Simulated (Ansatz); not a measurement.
## KCl

```xyz
2
Lattice="3.6340 0.0000 0.0000 0.0000 3.6340 0.0000 0.0000 0.0000 3.6340" Properties=species:S:1:pos:R:3 pbc="T T T"
K     0.0000    0.0000    0.0000
Cl    1.8170    1.8170    1.8170
```

Atom numbers follow the list: K1, Cl2.

The cell is COD entry 1000050, as deposited and not checked against the literature; nothing was relaxed.

Methods: DFT, PBEsol, all-electron LAPW, scalar-relativistic (Ansatz 0.2.0); DFT, PBEsol, PAW with Ansatz's default frozen-core files, scalar-relativistic (Ansatz 0.2.0).

For LAPW: a Γ-centred 7×7×7 k mesh, Fermi–Dirac smearing of 0.01 eV, basis error target 1 meV/atom, no spin polarisation. PAW takes a cutoff of 420 eV at this cell (files made with PBE, cores remade for this functional). The Ansatz runs share mesh, smearing and spin set-up. Values come from LAPW unless marked.

- Band gap: 5.37 eV, indirect from M (0.5, 0.5, 0) to Γ
- Volume per atom: 161.9 bohr³

Task: Give the computed value. Smallest direct gap on the path.

Result: 5.61 eV.

Task: Löwdin charges (with 0.07 e of the cell spilling out of the atomic basis, so their sizes and signs hang on that basis): what does the calculation give?

Result: K1 0.75, Cl2 -0.68 e.

Task: Give the computed value. Bader charges (from the PAW run).

Result: K1 +0.81, Cl2 -0.81 e.

Task: Predict this quantity. Pressure at this cell.

Result: 22.8 kbar.
